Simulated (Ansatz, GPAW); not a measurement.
## A script for KBr (PBE in single-zeta orbitals)

These are simulated results from GPAW 26.7.0, not measurements. The cell began as a database structure and was relaxed with r2SCAN in plane waves (Ansatz 0.2.0). All runs are without spin polarisation.

Space group Pm-3m (No. 221), cubic; conventional cell a = 3.976 Å, 31.42 Å³ an atom. K has 8 Br at 3.44 Å; Br has 8 K at 3.44 Å.

The basis is minimal: single zeta, one radial function for each shell that the log's basis lists. It describes the filled bands fairly and the empty ones poorly.

The script, run.py:

```python
import json
from ase import Atoms
from gpaw import GPAW, PW, FermiDirac

atoms = Atoms(['K', 'Br'],
              cell=[[3.975869, 0.0, 0.0], [-0.0, 3.975869, 0.0], [0.0, 0.0, 3.975869]],
              scaled_positions=[[0.0, -0.0, -0.0], [0.5, 0.5, 0.5]],
              pbc=True)
calc = GPAW(mode='lcao', basis='sz(dzp)', h=0.2, xc='PBE', kpts={'size': (4, 4, 4), 'gamma': True},
            occupations=FermiDirac(0.02), maxiter=100, legacy_gpaw=True, txt='gpaw.txt')
atoms.calc = calc
res = {'energy': atoms.get_potential_energy(force_consistent=True)}
res['electrons'] = calc.get_number_of_electrons()
res['k'] = calc.get_ibz_k_points().tolist()
res['levels'] = [calc.get_eigenvalues(kpt=i).tolist() for i in range(len(res['k']))]
points = [[0.0, 0.0, 0.0], [0.0, 0.5, 0.0], [0.5, 0.5, 0.0], [0.5, 0.5, 0.5], [0.0, 0.5, 0.5]]
bands = calc.fixed_density(kpts=points, symmetry='off', txt='bands.txt')
res['points'] = [bands.get_eigenvalues(kpt=i).tolist() for i in range(len(points))]
json.dump(res, open('results.json', 'w'))
print('free energy (eV):', round(res['energy'], 5))
```

Command: `python run.py`. It took 17 s on 1 thread of Arm Neoverse V1 (shared host), peak memory 0.18 GiB.

The log gpaw.txt, trimmed of paths, versions and times, then the last line on the terminal. An iter line gives the energy in eV and the logarithms of the changes of orbitals (plane waves alone) and density (c: converged):

```
___ ___ ___ _ _ _
 |   |   |_  | | | |

 | | | | | . | | | |

 |__ |  _|___|_____|  26.7.0
 |___|_|

Input parameters:
  basis: sz(dzp)
  h: 0.2
  kpts: {gamma: True,
         size: (4, 4, 4)}
  maxiter: 100
  mode: lcao
  occupations: {fixmagmom: False,
                name: fermi-dirac,
                width: 0.02}
  xc: PBE

System changes: positions, numbers, cell, pbc, initial_charges, initial_magmoms

Initialize ...

species:
  K:
    name:    Potassium
    Z:       19.0
    valence: 9
    core:    10
    charge:  0.0  # [|e|]
    compensation charges:
      type: gauss
      rc: 0.35  # [Å]
      lmax: 2
    cutoffs:
      filter: 1.91  # [Å]
      core: 1.27  # [Å]
    projectors
    | kind |    occ | energy [eV] | rcut [Å] |

    |------|--------|-------------|----------|

    |   3s |  2.000 |     -35.338 |    1.122 |

    |   4s |  1.000 |      -2.319 |    1.122 |

    |   3p |  6.000 |     -18.813 |    1.106 |

    |    p |        |       8.398 |    1.106 |

    |    d |        |       0.000 |    0.937 |

    LCAO basis set for K:
      Name: sz(dzp)
      Number of radial functions: 4
      Number of spherical harmonics: 8
        l=0, rc=4.2656 Bohr: 3s-sz confined orbital
        l=0, rc=13.1094 Bohr: 4s-sz confined orbital
        l=1, rc=5.0312 Bohr: 3p-sz confined orbital
        l=1, rc=16.0000 Bohr: 4p-sz confined orbital
      Number of RI-basis functions 0

  Br:
    name:    Bromine
    Z:       35.0
    valence: 7
    core:    28
    charge:  0.0  # [|e|]
    compensation charges:
      type: gauss
      rc: 0.35  # [Å]
      lmax: 2
    cutoffs:
      filter: 1.98  # [Å]
      core: 2.38  # [Å]
    projectors
    | kind |    occ | energy [eV] | rcut [Å] |

    |------|--------|-------------|----------|

    |   4s |  2.000 |     -20.121 |    1.111 |

    |   4p |  5.000 |      -7.861 |    1.111 |

    |    s |        |       7.091 |    1.111 |

    |    p |        |      19.351 |    1.111 |

    |    d |        |       0.000 |    1.111 |

    LCAO basis set for Br:
      Name: sz(dzp)
      Number of radial functions: 2
      Number of spherical harmonics: 4
        l=0, rc=5.3594 Bohr: 4s-sz confined orbital
        l=1, rc=6.8125 Bohr: 4p-sz confined orbital
      Number of RI-basis functions 0

Reference energy: -87284.500948  # eV

Spin-paired calculation

Convergence criteria:
 Maximum [total energy] change in last 3 cyles: 0.0005 eV / valence electron
 Maximum integral of absolute [dens]ity change: 0.0001 electrons / valence electron
 Maximum integral of absolute [eigenst]ate change: 4e-08 eV^2 / valence electron
 Maximum number of scf [iter]ations: 100
 (Square brackets indicate name in SCF output, whereas a 'c' in
 the SCF output indicates the quantity has converged.)

Symmetries present (total): 48

  ( 1  0  0)  ( 1  0  0)  ( 1  0  0)  ( 1  0  0)  ( 1  0  0)  ( 1  0  0)
  ( 0  1  0)  ( 0  1  0)  ( 0  0  1)  ( 0  0  1)  ( 0  0 -1)  ( 0  0 -1)
  ( 0  0  1)  ( 0  0 -1)  ( 0  1  0)  ( 0 -1  0)  ( 0  1  0)  ( 0 -1  0)

  ( 1  0  0)  ( 1  0  0)  ( 0  1  0)  ( 0  1  0)  ( 0  1  0)  ( 0  1  0)
  ( 0 -1  0)  ( 0 -1  0)  ( 1  0  0)  ( 1  0  0)  ( 0  0  1)  ( 0  0  1)
  ( 0  0  1)  ( 0  0 -1)  ( 0  0  1)  ( 0  0 -1)  ( 1  0  0)  (-1  0  0)

  ( 0  1  0)  ( 0  1  0)  ( 0  1  0)  ( 0  1  0)  ( 0  0  1)  ( 0  0  1)
  ( 0  0 -1)  ( 0  0 -1)  (-1  0  0)  (-1  0  0)  ( 1  0  0)  ( 1  0  0)
  ( 1  0  0)  (-1  0  0)  ( 0  0  1)  ( 0  0 -1)  ( 0  1  0)  ( 0 -1  0)

  ( 0  0  1)  ( 0  0  1)  ( 0  0  1)  ( 0  0  1)  ( 0  0  1)  ( 0  0  1)
  ( 0  1  0)  ( 0  1  0)  ( 0 -1  0)  ( 0 -1  0)  (-1  0  0)  (-1  0  0)
  ( 1  0  0)  (-1  0  0)  ( 1  0  0)  (-1  0  0)  ( 0  1  0)  ( 0 -1  0)

  ( 0  0 -1)  ( 0  0 -1)  ( 0  0 -1)  ( 0  0 -1)  ( 0  0 -1)  ( 0  0 -1)
  ( 1  0  0)  ( 1  0  0)  ( 0  1  0)  ( 0  1  0)  ( 0 -1  0)  ( 0 -1  0)
  ( 0  1  0)  ( 0 -1  0)  ( 1  0  0)  (-1  0  0)  ( 1  0  0)  (-1  0  0)

  ( 0  0 -1)  ( 0  0 -1)  ( 0 -1  0)  ( 0 -1  0)  ( 0 -1  0)  ( 0 -1  0)
  (-1  0  0)  (-1  0  0)  ( 1  0  0)  ( 1  0  0)  ( 0  0  1)  ( 0  0  1)
  ( 0  1  0)  ( 0 -1  0)  ( 0  0  1)  ( 0  0 -1)  ( 1  0  0)  (-1  0  0)

  ( 0 -1  0)  ( 0 -1  0)  ( 0 -1  0)  ( 0 -1  0)  (-1  0  0)  (-1  0  0)
  ( 0  0 -1)  ( 0  0 -1)  (-1  0  0)  (-1  0  0)  ( 0  1  0)  ( 0  1  0)
  ( 1  0  0)  (-1  0  0)  ( 0  0  1)  ( 0  0 -1)  ( 0  0  1)  ( 0  0 -1)

  (-1  0  0)  (-1  0  0)  (-1  0  0)  (-1  0  0)  (-1  0  0)  (-1  0  0)
  ( 0  0  1)  ( 0  0  1)  ( 0  0 -1)  ( 0  0 -1)  ( 0 -1  0)  ( 0 -1  0)
  ( 0  1  0)  ( 0 -1  0)  ( 0  1  0)  ( 0 -1  0)  ( 0  0  1)  ( 0  0 -1)

64 k-points: 4 x 4 x 4 Monkhorst-Pack grid + [1/8,1/8,1/8]
10 k-points in the irreducible part of the Brillouin zone
       k-points in crystal coordinates                weights
   0:     0.00000000    0.00000000    0.00000000          1/64
   1:     0.25000000    0.00000000    0.00000000          6/64
   2:     0.25000000    0.25000000    0.00000000         12/64
   3:     0.25000000    0.25000000    0.25000000          8/64
   4:     0.50000000    0.00000000    0.00000000          3/64
   5:     0.50000000    0.25000000    0.00000000         12/64
   6:     0.50000000    0.25000000    0.25000000         12/64
   7:     0.50000000    0.50000000    0.00000000          3/64
   8:     0.50000000    0.50000000    0.25000000          6/64
   9:     0.50000000    0.50000000    0.50000000          1/64

Wave functions: LCAO
  Diagonalizer: Serial LAPACK
  Atomic Correction: dense with blas
  Data-type: complex

Occupation numbers: Fermi-Dirac:
  width: 0.0200  # eV

Eigensolver
   LCAO using direct dense diagonalizer

Densities:
  Coarse grid: 20*20*20 grid
  Fine grid: 40*40*40 grid
  Total Charge: 0.000000

Density mixing:
  Method: separate
  Backend: msr1
  Linear mixing parameter: 0.05
  old densities: 10
  Width of damping distribution: 1.1
  Damping of long wavelength oscillations: 20

Hamiltonian:
  XC and Coulomb potentials evaluated on a 40*40*40 grid
  Using the PBE Exchange-Correlation functional
  Interpolation: tri-quintic (5. degree polynomial)
  Poisson solver: FastPoissonSolver using
    Stencil: 6*3+1=19 point O(h^6) finite-difference Laplacian
    FFT axes: [np.int64(0), np.int64(1), np.int64(2)]
    FST axes: []

XC parameters: PBE with 2 nearest neighbor stencil

Memory estimate:
  Process memory now: 138.00 MiB
  Calculator: 20.68 MiB
    Density: 9.39 MiB
      Arrays: 1.59 MiB
      Localized functions: 6.59 MiB
      Mixer: 1.22 MiB
    Hamiltonian: 1.51 MiB
      Arrays: 1.04 MiB
      XC: 0.00 MiB
      Poisson: 0.00 MiB
      vbar: 0.48 MiB
    Wavefunctions: 9.77 MiB
      C [qnM]: 0.02 MiB
      S, T [2 x qmm]: 0.04 MiB
      P [aqMi]: 0.00 MiB
      BasisFunctions: 9.71 MiB
      Eigensolver: 0.00 MiB

Total number of cores used: 1

Number of atoms: 2
Number of atomic orbitals: 12
Number of bands in calculation: 9
Number of valence electrons: 16
Bands to converge: occupied

... initialized

Initializing position-dependent things.

Density initialized from atomic densities
   .---------.
  /|         |

 * |         |

 | |         |

 | |   Br    |

 | .---------.
 |/         /
 K---------*
Positions:
   0 K      0.000000    0.000000    0.000000    ( 0.0000,  0.0000,  0.0000)
   1 Br     1.987934    1.987934    1.987934    ( 0.0000,  0.0000,  0.0000)

Unit cell:
           periodic     x           y           z      points  spacing
  1. axis:    yes    3.975869    0.000000    0.000000    20     0.1988
  2. axis:    yes   -0.000000    3.975869    0.000000    20     0.1988
  3. axis:    yes    0.000000    0.000000    3.975869    20     0.1988

  Lengths:   3.975869   3.975869   3.975869
  Angles:   90.000000  90.000000  90.000000

Effective grid spacing dv^(1/3) = 0.1988

iter:   1    -5.441365        c
iter:   2    -5.418308        c -1.45
iter:   3    -5.294503        c -1.48
iter:   4    -5.294551        c -2.18
iter:   5    -5.294561c       c -2.47
iter:   6    -5.294546c       c -3.46
iter:   7    -5.294544c       c -3.94
iter:   8    -5.294544c       c -5.11c

Converged after 8 iterations.

Energy contributions relative to reference atoms: (reference = -87284.500948)

Kinetic:        +16.743387
Potential:      -14.756729
External:        +0.000000
XC:              -7.309690
Entropy (-ST):   -0.000000
Local:           +0.028487
SIC:             +0.000000
--------------------------
Free energy:     -5.294544
Extrapolated:    -5.294544

Showing only first 2 kpts
 Kpt  Band  Eigenvalues  Occupancy
  0     6      1.44319    2.00000
  0     7      1.44319    2.00000
  0     8      5.40900    0.00000

  1     6      1.50793    2.00000
  1     7      1.50793    2.00000
  1     8      6.76967    0.00000

Fermi level: 3.13521

Gap: 3.648 eV
Transition (v -> c):
  (s=0, k=7, n=7, [0.50, 0.50, 0.00]) -> (s=0, k=0, n=8, [0.00, 0.00, 0.00])
Direct/indirect transitions are different
Direct gap: 3.966 eV
Transition at: (s=0, k=0, n=7, [0.00, 0.00, 0.00])

free energy (eV): -5.29454
```

The gap in the log is over the mesh alone; results.json adds the listed points. PBE in single-zeta orbitals gives a gap of 3.65 eV. On the same cell, plane-wave PBE (Ansatz, 6×6×6 k points and the special points) gives a gap of 4.02 eV and r2SCAN a gap of 4.77 eV; on shared hosts these took about 1.4 and 3.6 core-seconds on the 2-atom cell, against 17 for the script. Semilocal gaps usually lie below measured ones.

The runs are scalar-relativistic, without spin-orbit coupling.
